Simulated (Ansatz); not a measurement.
# HfO2: the cost of one run

Program: Ansatz 0.2.0. Level of theory: DFT PBE, scalar-relativistic, plane waves, PAW. These are calculated values, not measurements.

8 further runs of the same task are left out: 1 that didn't finish, 7 set aside as unsound or not needed. Runs told in other sessions of the task aren't counted.

## (1) The system as given

Symmetry: Fm-3m, No. 225, cubic system. The conventional cell has a = 5.098 Å, b = 5.098 Å, c = 5.098 Å, α = 90.00°, β = 90.00°, γ = 90.00°. Around Hf (site symmetry m-3m) lie 8 O at 2.21 Å. O (site symmetry -43m) is surrounded by 4 Hf at 2.21 Å.

As a file:

```
CELL_PARAMETERS angstrom
0.00000 2.54892 2.54892
2.54892 0.00000 2.54892
2.54892 2.54892 0.00000
ATOMIC_POSITIONS crystal
Hf 0.00000 0.00000 0.00000
O 0.25000 0.25000 0.25000
O 0.75000 0.75000 0.75000
```

It is the result of an earlier relaxation at this level (volume 11.04 Å³/atom; gap on the mesh: 3.75 eV).

## (2) What is varied

The energy is mapped over two normal modes frozen in (zone-centre modes of the cell shown, which folds in the wave vector (0, 1/2, 1/2) of the primitive cell).

The axes are (1) amplitude of mode 1 (229i cm⁻¹), largest displacement: 11 values from −0.441 Å; (2) amplitude of mode 5 (90 cm⁻¹), largest displacement: 11 values from −0.131 Å.

Nothing else is relaxed (the cell and all other modes fixed). Energies count from the relaxed high-symmetry cell. Points are written as (first, second).

The modes come from a phonon run on the reference cell, made beforehand.

The patterns, per unit of each coordinate (Å):

```csv
atom,x1,y1,z1,x2,y2,z2
Hf1,0.000,0.000,0.000,0.000,1.000,0.000
Hf2,0.000,0.000,0.000,0.000,-1.000,0.000
O3,1.000,0.000,0.000,0.000,0.000,0.007
O4,-1.000,0.000,0.000,0.000,0.000,-0.007
O5,1.000,0.000,0.000,0.000,0.000,0.007
O6,-1.000,0.000,0.000,0.000,0.000,-0.007
```

## (3) The run at (−0.441 Å, −0.026 Å)

Contents of input.yaml:

```yaml
crystal:
  lattice:
    - [0.0, -2.5489194559, -2.5489194559]
    - [0.0, 2.5489194559, -2.5489194559]
    - [5.0978389119, 0.0, 0.0]
  atoms:
    - { symbol: Hf, position: [0.5051394327, 0.4948605673, 0.5] }
    - { symbol: Hf, position: [-0.0051394327, 0.0051394327, 0.0] }
    - { symbol: O, position: [3.74893e-05, 0.5000374893, 0.6634927549] }
    - { symbol: O, position: [0.4999625107, -3.74893e-05, 0.3365072451] }
    - { symbol: O, position: [3.74893e-05, 0.5000374893, 0.1634927549] }
    - { symbol: O, position: [0.4999625107, -3.74893e-05, 0.8365072451] }
basis:
  ecutwfc: 520.0
kpoints:
  mp_grid: { grid: [6, 6, 6] }
hamiltonian:
  xc: pbe
  pseudopotentials: { kind: paw, azcp: { folder: soft_1 } }
scf:
  occupations: { method: gaussian, width: 0.05 }
output:
  forces: true
  stress: true
  eigenvalues: true
  write_density: true
  write_potential: true
  elf: true
  volumetric_format: npy
```

Launch:

```sh
$ ansatz run input.yaml --threads 2 --pin off --max-ram 4096MiB --backend cpu --events-out ev --progress --plain --runs-dir out
```

Q: Estimate wall time and peak memory on 2 threads of Arm Neoverse N1, shared host.

About 25 s, with a peak of 0.49 GiB.
